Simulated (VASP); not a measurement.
**VASP 6.6.1 run: SiC**

INCAR

```
LCHARG = .FALSE.
LREAL = .FALSE.
PREC = Accurate
ENCUT = 520
SIGMA = 0.02
EDIFF = 1E-7
LASPH = .TRUE.
ISIF = 2
NELM = 120
NBANDS = 16
IBRION = -1
LWAVE = .FALSE.
ISMEAR = -1
NSW = 0
GGA = RE
```

KPOINTS

```
KPOINTS created by Atomic Simulation Environment
0
Gamma
12 12 6
0 0 0
```

POSCAR

```
Si C
 1.0000000000000000
     3.0446026829952308    0.0000000000000000    0.0000000000000000
    -1.5223013414976154    2.6367032679041302    0.0000000000000000
     0.0000000000000000    0.0000000000000000    5.0570496432000001
 Si  C
   2   2
Cartesian
 -0.0000000000000001  1.7578021786027533  0.0010603942616810
  1.5223013414976152  0.8789010893013767  2.5295852158616809
 -0.0000000000000001  1.7578021786027533  1.8953332219383190
  1.5223013414976152  0.8789010893013767  4.4238580435383188
```

The recommended PBE PAW datasets give the neutral cell 16 valence electrons.

Command

```
mpirun -np 1 vasp_std
```

OSZICAR

```
N       E                     dE             d eps       ncg     rms          rms(c)
DAV:   1     0.282366169866E+02    0.28237E+02   -0.71596E+03  2432   0.896E+02
DAV:   2    -0.299716208943E+02   -0.58208E+02   -0.52719E+02  3480   0.159E+02
DAV:   3    -0.325179930244E+02   -0.25464E+01   -0.25349E+01  3304   0.304E+01
DAV:   4    -0.325358315400E+02   -0.17839E-01   -0.17835E-01  2896   0.315E+00
DAV:   5    -0.325359964116E+02   -0.16487E-03   -0.16487E-03  3240   0.287E-01    0.133E+01
DAV:   6    -0.289209018931E+02    0.36151E+01   -0.62921E+00  3048   0.154E+01    0.631E+00
DAV:   7    -0.288394855407E+02    0.81416E-01   -0.11694E+00  3456   0.632E+00    0.263E+00
DAV:   8    -0.288291958219E+02    0.10290E-01   -0.47816E-02  2792   0.140E+00    0.664E-01
DAV:   9    -0.288287936392E+02    0.40218E-03   -0.80634E-03  3088   0.623E-01    0.134E-01
DAV:  10    -0.288292403341E+02   -0.44669E-03   -0.10890E-03  2872   0.196E-01    0.578E-02
DAV:  11    -0.288292716527E+02   -0.31319E-04   -0.12649E-04  2912   0.796E-02    0.953E-03
DAV:  12    -0.288292733468E+02   -0.16940E-05   -0.82378E-06  3176   0.185E-02    0.352E-03
DAV:  13    -0.288292740893E+02   -0.74256E-06   -0.78782E-07  3104   0.588E-03    0.291E-03
DAV:  14    -0.288292741460E+02   -0.56651E-07   -0.12497E-08  2088   0.890E-04
   1 F= -.28829274E+02 E0= -.28829274E+02  d E =-.179933E-11
```

From OUTCAR

```
k-points           NKPTS =     76   k-points in BZ     NKDIM =     76   number of bands    NBANDS=     16

   NELECT =      16.0000    total number of electrons

   dimension x,y,z NGX =    24 NGY =   24 NGZ =   40
   dimension x,y,z NGXF=    48 NGYF=   48 NGZF=   80

  energy-cutoff  :      520.00
  volume of cell :       40.60
      direct lattice vectors                 reciprocal lattice vectors
     3.044602683  0.000000000  0.000000000     0.328450082  0.189630743  0.000000000
    -1.522301341  2.636703268  0.000000000     0.000000000  0.379261486  0.000000000
     0.000000000  0.000000000  5.057049643     0.000000000  0.000000000  0.197743758

 k-points in reciprocal lattice and weights: KPOINTS created by Atomic Simulation Env
   0.00000000  0.00000000  0.00000000       0.001
   0.08333333 -0.00000000  0.00000000       0.007
   0.16666667  0.00000000  0.00000000       0.007
   0.25000000  0.00000000  0.00000000       0.007
   0.33333333 -0.00000000  0.00000000       0.007
   0.41666667  0.00000000  0.00000000       0.007
   0.50000000  0.00000000  0.00000000       0.003
   0.08333333  0.08333333  0.00000000       0.007
   ...

 E-fermi :   8.9936

 k-point     1 :       0.0000    0.0000    0.0000
  band No.  band energies     occupation
      1      -7.1936      2.00000
      2      -3.6606      2.00000
      3      -0.2926      2.00000
      4       7.3070      2.00000
      5       7.3070      2.00000
      6       8.3427      2.00000
      7       8.5742      2.00000
      8       8.5742      2.00000
      9      13.7257      0.00000
     10      14.7506      0.00000
     11      15.4553      0.00000
     12      15.4553      0.00000
     13      16.4951      0.00000
     14      17.6941      0.00000
     15      17.6941      0.00000
     16      20.0291      0.00000

 k-point     2 :       0.0833   -0.0000    0.0000
  band No.  band energies     occupation
      1      -7.0702      2.00000
      2      -3.5548      2.00000
      3      -0.1777      2.00000
      4       6.6166      2.00000
      5       7.0908      2.00000
      6       8.1075      2.00000
      7       8.2732      2.00000
      8       8.5056      2.00000
      9      14.1081      0.00000
     10      14.7929      0.00000
     11      15.3970      0.00000
     12      15.7118      0.00000
     13      16.7096      0.00000
     14      17.4038      0.00000
     15      17.9964      0.00000
     16      19.0472      0.00000

 k-point     3 :       0.1667    0.0000    0.0000
  band No.  band energies     occupation
      1      -6.7033      2.00000
      2      -3.2461      2.00000
      3       0.1585      2.00000
      4       5.1027      2.00000
      5       6.6035      2.00000
      6       6.9766      2.00000
      7       8.0114      2.00000
      8       8.2784      2.00000
      9      13.6403      0.00000
     10      15.2821      0.00000
     11      15.8085      0.00000
     12      16.1292      0.00000
     13      16.2420      0.00000
     14      17.8222      0.00000
     15      18.2561      0.00000
     16      18.6272      0.00000

 ...

  Total        3.0830790      3.0830790      1.4154641      0.0000000      0.0000000      0.0000000
  in kB      121.6763395    121.6763395     55.8624958      0.0000000      0.0000000      0.0000000
  external PRESSURE =      99.7383916 kB  Pullay stress =       0.0000000 kB

 POSITION                                       TOTAL-FORCE (eV/Angst)
 -----------------------------------------------------------------------------------
      0.00000      1.75780      0.00106        -0.000000      0.000000      0.019084
      1.52230      0.87890      2.52959         0.000000     -0.000000      0.019084
      0.00000      1.75780      1.89533         0.000000      0.000000     -0.019084
      1.52230      0.87890      4.42386        -0.000000     -0.000000     -0.019084
 -----------------------------------------------------------------------------------
    total drift:                                0.000000      0.000000     -0.000080

  FREE ENERGIE OF THE ION-ELECTRON SYSTEM (eV)
  ---------------------------------------------------
  free  energy   TOTEN  =       -28.8292741460 eV

  energy  without entropy=      -28.8292741460  energy(sigma->0) =      -28.82927415
```

It converged. Results: gap between bands v and c on the k mesh 2.17 eV; least direct gap on the k mesh 4.12 eV; pressure 10.0 GPa; largest force 0.02 eV/Å. Band v is the last that the valence electrons fill when counted band by band, and c is the next.

For comparison, a separate PBE run of the intended cell, on usual settings and not on those above, gives a gap of 2.15 eV on its mesh and a pressure of 7.8 GPa.

The run above took about 15 s on one core of a shared host (Intel Xeon 6975P-C) and held 0.17 GiB at most.
